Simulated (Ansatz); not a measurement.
HfN in Ansatz: the effect of functional

HfN:

```xyz
2
Lattice="0.0000 2.4711 2.4711 2.4711 0.0000 2.4711 2.4711 2.4711 0.0000" Properties=species:S:1:pos:R:3 pbc="T T T"
Hf    0.0000    0.0000    0.0000
N     1.2355    1.2355    1.2355
```

The cell comes from a database or a generator and needn't be the stable form of this composition.

The cell isn't the ideal one: volume scaled by 1.02.

Alike in all runs:

```yaml
Program: Ansatz 0.2.0
Task: single point
Potentials_or_basis: Ansatz PAW
k_mesh: 9 × 9 × 9
Occupations: fermi-dirac, width 0.05 eV
Spin: no spin polarisation
```

| functional | cutoff | pressure (GPa) |
| --- | --- | --- |
| LDA | 420 eV (not typed: the program's choice for these potentials) | -12.9 |
| PBEsol | 420 eV (not typed: the program's choice for these potentials) | ? |
| r2SCAN | 500 eV (not typed: the program's choice for these potentials) | -5.9 |

Problem. What does the run with functional PBEsol give?

Solution. Pressure -8.5 GPa.

Caveats: the PAW data sets come from PBE, with cores solved anew for the run's functional, which leaves a small shift of forces and pressure.
